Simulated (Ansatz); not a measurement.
# SiC: the cost of one run

Method: DFT PBEsol, scalar-relativistic, plane waves, PAW, in Ansatz 0.2.0.

The COD entry's cell or inner coordinates are ideal or old and differ from later refinements, so a difference from it is no clean test against experiment.

1 further run of the same task is left out (set aside as unsound or not needed).

## 1. The starting structure

The structure is cubic, space group F-43m (No. 216). The conventional cell has a = 4.357 Å, b = 4.357 Å, c = 4.357 Å, α = 90.00°, β = 90.00°, γ = 90.00°. Si (site symmetry -43m) has 4 C at 1.89 Å as nearest neighbours. C (site symmetry -43m) has 4 Si at 1.89 Å as nearest neighbours.

As a file:

```cif
data_structure
_symmetry_space_group_name_H-M 'F-43m'
_symmetry_Int_Tables_number 216
_cell_length_a 4.3568
_cell_length_b 4.3568
_cell_length_c 4.3568
_cell_angle_alpha 90.000
_cell_angle_beta 90.000
_cell_angle_gamma 90.000
_cell_volume 82.70
loop_
_atom_site_label
_atom_site_type_symbol
_atom_site_symmetry_multiplicity
_atom_site_Wyckoff_symbol
_atom_site_fract_x
_atom_site_fract_y
_atom_site_fract_z
_atom_site_occupancy
Si1 Si 4 a 0.00000 0.00000 0.00000 1
C1 C 4 c 0.25000 0.25000 0.25000 1
```

This cell was relaxed beforehand with the same method: volume 10.34 Å³/atom, gap on the mesh 1.24 eV.

## 2. What is varied

The energy is mapped over two normal modes frozen in (zone-centre modes of the cell shown).

The axes are (1) amplitude of mode 4 (786 cm⁻¹), largest displacement: 11 values from −0.060 Å; (2) amplitude of mode 5 (786 cm⁻¹), largest displacement: 11 values from −0.060 Å.

Nothing else is relaxed (the cell and all other modes fixed). Energies count from the relaxed high-symmetry cell. Points are written as (first, second).

The modes come from a phonon run on the reference cell, made beforehand.

The patterns, per unit of each coordinate (Å):

```csv
atom,x1,y1,z1,x2,y2,z2
Si1,-0.428,0.000,0.000,0.000,0.000,-0.428
C2,1.000,0.000,0.000,0.000,0.000,1.000
```

## 3. Point (−0.060 Å, −0.060 Å)

input.yaml

```yaml
crystal:
  lattice:
    - [0.0, 2.17839457, 2.17839457]
    - [2.17839457, 0.0, 2.17839457]
    - [2.17839457, 2.17839457, 0.0]
  atoms:
    - { symbol: Si, position: [0.0, 0.0117792989, 0.0] }
    - { symbol: C, position: [0.75, 0.7224567804, 0.75] }
basis:
  ecutwfc: 520.0
kpoints:
  mp_grid: { grid: [10, 10, 10] }
hamiltonian:
  xc: pbesol
  pseudopotentials: { kind: paw, azcp: { folder: soft_1 } }
scf:
  occupations: { method: gaussian, width: 0.05 }
output:
  forces: true
  stress: true
  eigenvalues: true
```

Launch:

```console
$ ansatz run input.yaml --threads 1 --pin off --max-ram 2048MiB --backend cpu --events-out ev --progress --plain --runs-dir out
```

**Question.** How long does this run take on 1 thread of Arm Neoverse V2, shared host, and how much memory does it need?

About 5.9 s, with a peak of 0.36 GiB.
